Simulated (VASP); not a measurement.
# Te2Pt (Moncheite) (P-3m1) in VASP: notebook, part 2 of 2

VASP 6.6.1. Earlier steps stand in the parts before.

### Step 3. Relaxation of cell and atoms, PBE+D3(BJ)

This run uses another cell than the first one, of 24.34 Å³/atom, 1.008 times its volume.

Contents of INCAR:

```
PREC = Accurate
ENCUT = 600
EDIFF = 1E-6
ISMEAR = 0
SIGMA = 0.1
LREAL = False
LASPH = True
NELM = 100
ALGO = Fast
ISIF = 3
LWAVE = False
LCHARG = False
GGA = PE
IVDW = 12
IBRION = 2
NSW = 100
EDIFFG = -0.005
```

Contents of KPOINTS:

```
Automatic mesh
0
Gamma
  12 12 8
```

Contents of POSCAR:

```
Te2Pt
1.0
    4.0530227945      0.0000000000      0.0000000000
   -2.0265113972      3.5100207021      0.0000000000
    0.0000000000      0.0000000000      5.1326659173
Te Pt
2 1
Direct
    0.3333333333      0.6666666667      0.2644490431
    0.6666666667      0.3333333333      0.7355509569
    0.0000000000      0.0000000000      0.0000000000
```

Potentials or basis: VASP PAW PBE potentials, release 64 (Te, Pt).

The run is started by

```
cat potpaw_PBE.64/Te/POTCAR potpaw_PBE.64/Pt/POTCAR > POTCAR
mpirun -np 1 vasp_std > vasp.out
```

OUTCAR:

```text
PREC = Accurate
   ENCUT = 600
   EDIFF = 1E-6
   ISMEAR = 0
   LREAL = False
   LASPH = True
   NELM = 100
   ISIF = 3
   GGA = PE
   IVDW = 12
   IBRION = 2
   NSW = 100
   EDIFFG = -0.005
 IVDW          = 12

 ion  position               nearest neighbor table
   1  0.333  0.667  0.264-   3 2.71   3 2.71   3 2.71   2 3.36   2 3.36   2 3.36   2 3.58   2 3.58
                             2 3.58
   2  0.667  0.333  0.736-   3 2.71   3 2.71   3 2.71   1 3.36   1 3.36   1 3.36   1 3.58   1 3.58
                             1 3.58
   3  0.000  0.000  0.000-   1 2.71   2 2.71   1 2.71   2 2.71   2 2.71   1 2.71

  LATTYP: Found a hexagonal cell.
 ALAT       =     4.0530227945
 C/A-ratio  =     1.2663797313

  Lattice vectors:

 A1 = (   4.0530227945,   0.0000000000,   0.0000000000)
 A2 = (  -2.0265113972,   3.5100207021,   0.0000000000)
 A3 = (   0.0000000000,   0.0000000000,   5.1326659173)

Analysis of symmetry for initial positions (statically):
=====================================================================
 Subroutine PRICEL returns:
 Original cell was already a primitive cell.

 Routine SETGRP: Setting up the symmetry group for a
 hexagonal supercell.

 Subroutine GETGRP returns: Found 12 space group operations
 (whereof 12 operations were pure point group operations)
 out of a pool of 24 trial point group operations.

The static configuration has the point symmetry D_3d.

Analysis of symmetry for dynamics (positions and initial velocities):
=====================================================================
 Subroutine PRICEL returns:
 Original cell was already a primitive cell.

 Routine SETGRP: Setting up the symmetry group for a
 hexagonal supercell.

 Subroutine GETGRP returns: Found 12 space group operations
 (whereof 12 operations were pure point group operations)
 out of a pool of 24 trial point group operations.

The dynamic configuration has the point symmetry D_3d.

 Subroutine INISYM returns: Found 12 space group operations
 (whereof 12 operations are pure point group operations),
 and found     1 'primitive' translations

----------------------------------------------------------------------------------------

                                     Primitive cell

  volume of cell :      73.0183

[... 113 lines left out ...]
  Thomas-Fermi vector in A             =   2.233863
   LORBIT       =      0    0 simple, 1 ext, 2 COOP (PROOUT), +10 PAW based schemes
   GGA     = PE    functional components
   LHFCALC =     F    Hartree Fock is set to
   AEXX    =    0.0000 exact exchange contribution
   IVDW    =    12    specifies the selected vdW correction
   LEPSILON=     F    determine dielectric tensor
   LRPA    =     F    only Hartree local field effects (RPA)
 conjugate gradient relaxation of ions
 non-spin polarized calculation
 RMM-DIIS sequential band-by-band and
 Gauss-broadening in eV      SIGMA  =   0.10
  energy-cutoff  :      600.00
  volume of cell :       73.02
 maximum number of plane-waves:      2456
   NGX = 17   NGY = 17   NGZ = 21

--------------------------------------- Ionic step        1  -------------------------------------------

 number of electron      21.9999999 magnetization

 Free energy of the ion-electron system (eV)
  ---------------------------------------------------
  ext. energy  EPLUGINS =         0.00000000
  ---------------------------------------------------
  free energy    TOTEN  =       -13.53230489 eV

  energy without entropy =      -13.52522667  energy(sigma->0) =      -13.52876578

------------------------ aborting loop because EDIFF is reached ----------------------------------------

 Edisp (eV)   -1.68359

 E8    (eV) :    -0.7727
[... 319 lines left out ...]
--------------------------------------- Ionic step        9  -------------------------------------------

 number of electron      21.9999998 magnetization

 Free energy of the ion-electron system (eV)
  ---------------------------------------------------
  ext. energy  EPLUGINS =         0.00000000
  ---------------------------------------------------
  free energy    TOTEN  =       -13.51622180 eV

  energy without entropy =      -13.50932358  energy(sigma->0) =      -13.51277269

 E-fermi :   8.8751     XC(G=0): -10.6317

 val. band max:        8.8727236726   @ k =   0.1667   0.1667   0.0000
 cond. band min:       8.8784486881   @ k =   0.0833   0.0833   0.3750
 fundamental gap:      0.0057250155
 Fermi energy:         8.8751002283

 k-point     1 :       0.0000    0.0000    0.0000
  band No.  band energies     occupation
      1      -5.2221      2.00000
      2      -1.5934      2.00000
      3       2.1224      2.00000
      4       3.2236      2.00000
      5       3.2236      2.00000
      6       5.1840      2.00000
      7       5.1840      2.00000
      8       6.2282      2.00000
      9       8.4001      2.00000
     10       8.4001      2.00000
     11       9.6530      0.00000
     12       9.6530      0.00000
     13      10.4947      0.00000
     14      11.4836      0.00000
[... 401 lines left out ...]
      2      -1.9801      2.00000
      3       2.4938      2.00000
      4       3.3380      2.00000
      5       3.7230      2.00000
      6       4.7059      2.00000
      7       5.0890      2.00000
      8       5.7919      2.00000
      9       6.9908      2.00000
     10       7.9221      2.00000
     11       9.2216      0.00000
     12       9.7333      0.00000
     13      10.2801      0.00000
     14      12.7005      0.00000
     15      13.2846      0.00000

 [... further k-points ...]

------------------------ aborting loop because EDIFF is reached ----------------------------------------

 Edisp (eV)   -1.70181

 E8    (eV) :    -0.7811
[... 26 lines left out ...]
  FREE ENERGIE OF THE ION-ELECTRON SYSTEM (eV)
  ---------------------------------------------------
  free  energy   TOTEN  =       -15.2180367308 eV

  energy  without entropy=      -15.2111385045  energy(sigma->0) =      -15.21458762

 reached required accuracy - stopping structural energy minimisation
```

Run time: 8.5 min. Hardware: 1 thread of Intel Xeon Platinum 8488C (Sapphire Rapids), shared host; peak memory 0.36 GiB.

What came out:

| Quantity | Value |
| --- | --- |
| Free energy | -15.2180 eV |
| Relaxed volume | 24.09 Å³/atom |
| Relaxed cell | a = 4.050 Å, b = 4.050 Å, c = 5.089 Å, α = 90.00°, β = 90.00°, γ = 120.00° |
| Space group after relaxing (to 0.05 Å) | P-3m1 (No. 164) |
| Energy gained by relaxing | 0.7 meV/atom |
| Ionic steps | 9 |
| Pressure after relaxing | 0.0 GPa |
| Band gap on the k mesh | none (metal or under the smearing width) |
| Dispersion energy per atom | -0.567 eV |

The path:
| step | energy change (eV) | largest force (eV/Å) | pressure (GPa) | volume (Å³) |
| --- | --- | --- | --- | --- |
| 1 | 0.0000 | 0.0653 | -0.37 | 73.02 |
| 2 | -0.0007 | 0.1066 | 0.37 | 72.43 |
| 3 | -0.0008 | 0.0982 | 0.22 | 72.55 |
| 4 | -0.0015 | 0.0636 | 0.15 | 72.44 |
| 5 | -0.0021 | 0.0107 | 0.05 | 72.20 |
| 6 | -0.0021 | 0.0029 | 0.07 | 72.22 |
| 7 | -0.0021 | 0.0067 | -0.05 | 72.32 |
| 8 | -0.0021 | 0.0065 | -0.03 | 72.28 |
| 9 | -0.0021 | 0.0004 | -0.01 | 72.28 |

Final structure:
```xyz
3
Lattice="4.0496 0.0000 0.0000 -2.0248 3.5071 0.0000 0.0000 0.0000 5.0890" Properties=species:S:1:pos:R:3 pbc="T T T"
Te    0.0000    2.3381    1.3603
Te    2.0248    1.1690    3.7287
Pt   -2.0248    3.5071    5.0890
```

Caveat: pairwise dispersion overbinds metals, which lowers pressure and volume. The run has no spin-orbit coupling, so splittings on Pt, Te are missing.

### Step 4. Single point, PBE+D3(BJ)

This run uses another cell than the first one, of 24.34 Å³/atom, 1.008 times its volume.

Contents of INCAR:

```
SYSTEM = Te2Pt
PREC = Accurate
ENCUT = 520
EDIFF = 1E-7
ISMEAR = 0
SIGMA = 0.1
LREAL = .FALSE.
LASPH = .TRUE.
NELM = 100
ALGO = Fast
ISIF = 2
LWAVE = .FALSE.
LCHARG = .TRUE.
GGA = PE
IVDW = 12
LELF = .TRUE.
LVHAR = .TRUE.
NBANDS = 18
```

Contents of KPOINTS:

```
regular mesh
0
G
  6 6 4
  0 0 0
```

POSCAR is that of step 3.

The run is started by

```
cat potpaw_PBE.64/Te/POTCAR potpaw_PBE.64/Pt/POTCAR > POTCAR
mpirun -np 1 vasp_std > vasp.out
```

Wall time 36 s (1 thread of Intel Xeon Platinum 8488C (Sapphire Rapids), shared host); peak memory 0.2 GiB.

The run converged. Its results:

| Item | Value |
| --- | --- |
| Free energy | -15.2124 eV |
| Pressure | -0.4 GPa |
| Largest force | 0.016 eV/Å |
| Band gap on the k mesh | none (metal or under the smearing width) |
| Dispersion energy per atom | -0.561 eV |

Forces in eV/Å, atoms in the order of the input:
```
Te   0.000  0.000  0.016
Te   0.000  0.000 -0.016
Pt   0.000  0.000  0.000
```

Stress tensor (GPa, compression positive):
```
-0.45  0.00  0.00
 0.00 -0.45  0.00
 0.00  0.00 -0.19
```

Levels at points of the mesh, in eV from the Fermi level:
| k point | band 8 | band 9 | band 10 | band 11 | band 12 | band 13 | band 14 | band 15 |
| --- | --- | --- | --- | --- | --- | --- | --- | --- |
| (0.00, 0.00, 0.00) | -2.66 | -0.50 | -0.50 | 0.82 | 0.82 | 1.57 | 2.60 | 4.16 |
| (0.50, 0.00, 0.00) | -3.42 | -3.36 | -3.30 | -2.87 | 0.09 | 2.60 | 3.91 | 5.40 |
| (0.00, 0.00, 0.50) | -2.28 | -1.39 | -1.30 | -1.30 | 2.21 | 2.21 | 4.19 | 4.95 |
| (0.50, 0.00, 0.50) | -3.37 | -3.20 | -2.30 | -0.70 | 0.27 | 1.33 | 4.39 | 4.41 |

Caveat: pairwise dispersion overbinds metals, which lowers pressure and volume. Spin-orbit coupling is left out, which matters for the levels of Pt, Te.

### Step 5. Relaxation of cell and atoms, PBE+D3(BJ)

This run uses another cell than the first one, of the same volume but with other edges.

Contents of INCAR:

```
SYSTEM = Te2Pt
  PREC = Accurate
  ENCUT = 600
  EDIFF = 1E-7
  ISMEAR = 0
  SIGMA = 0.1
  LREAL = .FALSE.
  LASPH = .TRUE.
  NELM = 100
  ALGO = Fast
  ISIF = 3
  LWAVE = .FALSE.
  LCHARG = .FALSE.
  GGA = PE
  IVDW = 12
  IBRION = 2
  NSW = 100
  EDIFFG = -0.05
```

Contents of KPOINTS:

```
Automatic mesh
0
G
  6 6 4
  0 0 0
```

Contents of POSCAR:

```
Te2Pt
1.0
    4.0100000000      0.0000000000      0.0000000000
   -2.0050000000      3.4727618692      0.0000000000
    0.0000000000      0.0000000000      5.2010000000
Te Pt
2 1
Direct
    0.3333333333      0.6666666667      0.2500000000
    0.6666666667      0.3333333333      0.7500000000
    0.0000000000      0.0000000000      0.0000000000
```

The run is started by

```
cat potpaw_PBE.64/Te/POTCAR potpaw_PBE.64/Pt/POTCAR > POTCAR
mpirun -np 1 vasp_std > vasp.out
```

It took 3.9 min on 1 thread of Intel Xeon Platinum 8488C (Sapphire Rapids), shared host; peak memory 0.23 GiB.

It converged, with:

| Quantity | Value |
| --- | --- |
| Free energy | -15.2126 eV |
| Relaxed volume | 24.13 Å³/atom |
| Relaxed cell | a = 4.042 Å, b = 4.042 Å, c = 5.117 Å, α = 90.00°, β = 90.00°, γ = 120.00° |
| Space group after relaxing (to 0.05 Å) | P-3m1 (No. 164) |
| Energy gained by relaxing | 30.1 meV/atom |
| Ionic steps | 10 |
| Pressure after relaxing | 0.3 GPa |
| Largest force after relaxing | 0.009 eV/Å |
| Band gap on the k mesh | none (metal or under the smearing width) |
| Dispersion energy per atom | -0.566 eV |

Forces on the atoms (eV/Å):
```
Te   0.000  0.000 -0.009
Te   0.000  0.000  0.009
Pt   0.000  0.000  0.000
```

Step by step:
```
step  energy change (eV)  largest force (eV/Å)  pressure (GPa)  volume (Å³)
   1              0.0000                1.0652            4.62        72.43
   2              0.0688                0.4808           -7.06        79.98
   3             -0.0612                0.3474           -0.89        75.32
   4             -0.0613                0.3608           -0.79        75.26
   5             -0.0754                0.2492           -0.52        74.50
   6             -0.0864                0.0061            0.19        72.93
   7             -0.0865                0.0263            0.13        73.06
   8             -0.0892                0.0557           -0.39        73.07
   9             -0.0893                0.0759           -0.51        73.07
  10             -0.0902                0.0089            0.27        72.39
```

Final structure:
```yaml
crystal:
  lattice:
    - [4.04158, 0.00000, 0.00000]
    - [-2.02079, 3.50011, 0.00000]
    - [0.00000, 0.00000, 5.11733]
  atoms:
    - { symbol: Te, position: [0.33333, 0.66667, 0.26602] }
    - { symbol: Te, position: [0.66667, 0.33333, 0.73398] }
    - { symbol: Pt, position: [0.00000, 0.00000, 0.00000] }
```

Levels at points of the mesh, in eV from the Fermi level:
```
           k point  band 7  band 8  band 9  band 10  band 11  band 12  band 13  band 14  band 15
(0.00, 0.00, 0.00)   -3.74   -2.69   -0.49    -0.49     0.80     0.80     1.59     2.60     4.22
(0.50, 0.00, 0.00)   -3.55   -3.43   -3.38    -3.31    -2.89     0.07     2.64     3.95     5.41
(0.00, 0.00, 0.50)   -3.78   -2.30   -1.38    -1.33    -1.33     2.24     2.24     4.20     4.96
(0.50, 0.00, 0.50)   -3.45   -3.39   -3.23    -2.28    -0.70     0.23     1.36     4.38     4.45
```

Caveat: pairwise dispersion overbinds metals, which lowers pressure and volume; the relaxation stopped at a loose force limit of 0.05 eV/Å, so its end isn't a converged minimum. Spin-orbit coupling is left out, which matters for the levels of Pt, Te.

### Step 6. Overview

```csv
task,cell,k mesh,cutoff (eV),gap on the mesh (eV),pressure (GPa),relaxed volume (Å³/atom),largest force (eV/Å)
single point,"P-3m1, 24.14 Å³/atom",12 × 12 × 8,520,none,-0.2,-,0.01
relaxation of cell and atoms,relaxed,12 × 12 × 8,600,none,0.0,24.09,-
single point,"P-3m1, 24.34 Å³/atom",6 × 6 × 4,520,none,-0.4,-,0.02
relaxation of cell and atoms,relaxed,6 × 6 × 4,600,none,0.3,24.13,0.01
```

Alike in all rows: level PBE+D3(BJ); potentials or basis VASP PAW PBE potentials, release 64 (Te, Pt); no spin polarisation; smearing gaussian 0.1 eV.

Caveats: pairwise dispersion overbinds metals, which lowers pressure and volume; the relaxation stopped at a loose force limit of 0.05 eV/Å, so its end isn't a converged minimum (some runs).

Total energies depend on the potentials used, so only differences within one code and one set of settings carry meaning.
